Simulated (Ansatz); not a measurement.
## Sc started on an Al site in wurtzite AlN, 96 atoms, charge 0

All numbers come from Ansatz (PAW, plane waves, no spin–orbit coupling) at the single k point (¼, ¼, ¼) without its symmetry partners. The atoms were relaxed with PBEsol in a fixed cell; other functionals are single points on those atoms unless said otherwise. The valence top and gap of the host come from its small cell on a dense mesh, with the band extrema sought between the mesh points, lined up by the mean potential, PBEsol gap 4.09 eV, HSE06 gap 5.54 eV.

Cell: a = 9.341 Å, b = 10.787 Å, c = 9.967 Å, α = 90.00°, β = 90.00°, γ = 90.00°.

Nearest atoms after relaxation, from the placed atom (for vacancies from the middle of the vacant sites): N at 2.03 Å, N at 2.03 Å, N at 2.03 Å, N at 2.07 Å, N at 2.97 Å, Al at 3.07 Å, Al at 3.07 Å, Al at 3.07 Å.

Chemical potentials μ are those of reference phases of the elements at zero temperature by the same functional (the usual solids, diamond for C, grey Sn, and the molecules H2, N2, O2, F2, Cl2, Br2 and S8).

```csv
functional,E(defect) − E(host) − Σ nμ + q·E_VBM (eV),monopole (eV),alignment (eV),formation energy at E_F = VBM (eV),moment (μB),"wall time, shared host"
PBEsol,0.05,0.00,0.00,0.05,0 (no spin),110 s on 7 threads of Neoverse-V2 (relaxation)
```

Problem. Estimate the formation energy and moment that HSE06 gives on these atoms.

Solution. 0.00 eV at E_F = VBM, moment 0 (no spin).

HSE06 one-electron levels near the gap (the ten most localised at most), from the host's valence top:

```tsv
level (eV)	spin	filling	atoms sharing it	element of the atom with most weight
-0.29	both	2.00	50.5	spread
-0.20	both	2.00	62.5	spread
```

All elements are taken at their own reference at once; growth conditions in equilibrium with the host shift these energies, by up to the host's formation enthalpy.

One k point and a cell of this size can leave errors of several tenths of an eV in such numbers.
